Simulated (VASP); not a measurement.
# VASP 6.6.1 run: SrO

INCAR

```
PREC = Accurate
NSW = 0
ISIF = 2
ISMEAR = -1
LCHARG = .FALSE.
LASPH = .TRUE.
GGA = PE
LREAL = .FALSE.
EDIFF = 1E-7
ENCUT = 250
SIGMA = 0.02
LWAVE = .FALSE.
NBANDS = 15
ALGO = VeryFast
NELM = 120
IBRION = -1
```

KPOINTS

```
KPOINTS created by Atomic Simulation Environment
0
Monkhorst-Pack
8 8 8
0 0 0
```

POSCAR

```
Sr O
 1.0000000000000000
     0.0000000000000000    2.6830880188999999    2.6830880188999999
     2.6830880188999999    0.0000000000000000    2.6830880188999999
     2.6830880188999999    2.6830880188999999    0.0000000000000000
 Sr  O
   1   1
Cartesian
  0.0000000000000000  0.0000000000000000  0.0000000000000000
  2.6830880188999999  2.6830880188999999  2.6830880188999999
```

The recommended PBE PAW datasets give the neutral cell 16 valence electrons.

Command

```
mpirun -np 1 vasp_std
```

Question: Predict the outcome of this run.

Answer: It converged. Results: gap between bands v and c on the k mesh 3.34 eV; least direct gap on the k mesh 3.34 eV; pressure -48.1 GPa. Band v is the last that the valence electrons fill when counted band by band, and c is the next.

OSZICAR

```
N       E                     dE             d eps       ncg     rms          rms(c)
RMM:   1     0.100164170870E+03    0.10016E+03   -0.36697E+03   900   0.469E+02
RMM:   2     0.126419483853E+02   -0.87522E+02   -0.90710E+02   900   0.148E+02
RMM:   3    -0.650040510496E+01   -0.19142E+02   -0.16806E+02   900   0.768E+01
RMM:   4    -0.123785772286E+02   -0.58782E+01   -0.35429E+01   900   0.335E+01
RMM:   5    -0.133740168551E+02   -0.99544E+00   -0.78264E+00   900   0.142E+01
RMM:   6    -0.136063887051E+02   -0.23237E+00   -0.20651E+00   900   0.724E+00
RMM:   7    -0.136795546474E+02   -0.73166E-01   -0.73218E-01   900   0.420E+00
RMM:   8    -0.137090959251E+02   -0.29541E-01   -0.31757E-01   900   0.283E+00
RMM:   9    -0.137232067010E+02   -0.14111E-01   -0.15163E-01  3348   0.190E+00
RMM:  10    -0.137309932313E+02   -0.77865E-02   -0.58741E-02  3508   0.934E-01
...
RMM:  18    -0.123008080271E+02   -0.14042E-03   -0.89633E-04  3078   0.122E-01    0.318E-02
RMM:  19    -0.123008414570E+02   -0.33430E-04   -0.23389E-04  3157   0.593E-02    0.107E-02
RMM:  20    -0.123008541054E+02   -0.12648E-04   -0.86679E-05  3317   0.335E-02    0.613E-03
RMM:  21    -0.123008581271E+02   -0.40216E-05   -0.27262E-05  3327   0.189E-02    0.590E-03
RMM:  22    -0.123008596750E+02   -0.15479E-05   -0.10815E-05  3184   0.117E-02    0.573E-03
RMM:  23    -0.123008611508E+02   -0.14758E-05   -0.45253E-06  2883   0.105E-02    0.439E-03
RMM:  24    -0.123008611919E+02   -0.41115E-07   -0.21726E-06  2784   0.601E-03    0.785E-04
RMM:  25    -0.123008616310E+02   -0.43913E-06   -0.96667E-07  2425   0.455E-03    0.222E-03
RMM:  26    -0.123008616550E+02   -0.23978E-07   -0.47655E-07  2028   0.269E-03
   1 F= -.12300862E+02 E0= -.12300862E+02  d E =-.190052E-10
```

These settings aren't sound, so the numbers aren't properties of the crystal. The shifted mesh misses Γ, so a band edge there is missed.

On sound settings PBE gives a gap of 3.14 eV on its mesh and a pressure of -6.3 GPa for the intended cell.
